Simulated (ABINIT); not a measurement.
Crystal: Pd.

```
Pd
1.0
     0.00000    1.94650    1.94650
     1.94650    0.00000    1.94650
     1.94650    1.94650    0.00000
Pd
1
Direct
  0.00000 0.00000 0.00000
```

Base run:

| Property | Result |
| --- | --- |
| Program | ABINIT 10.8.3 (patched build) |
| Functional | LDA |
| Potentials or basis | JTH PAW LDA v2.0 |
| Cutoff | 626 eV |
| k mesh | 10 × 10 × 10 |
| Occupations | fermi-dirac, width 0.05 eV |
| Spin | no spin polarisation |

Its results: band gap on the k mesh none (metal or under the smearing width); pressure -8.8 GPa.

**Question.** After a change of settings the same cell gave: band gap on the k mesh none (metal or under the smearing width); pressure -6.0 GPa. Which change was it?
A. functional from LDA to LDA-PZ; k mesh from 10 × 10 × 10 to 12 × 12 × 12
B. k mesh from 10 × 10 × 10 to 5 × 5 × 5
C. k mesh from 10 × 10 × 10 to 12 × 12 × 12
D. functional from LDA to LDA-VWN; k mesh from 10 × 10 × 10 to 12 × 12 × 12

**Answer.** B.

Caveats: some runs use coarse meshes.

Runs at the PBE level aren't shown here.
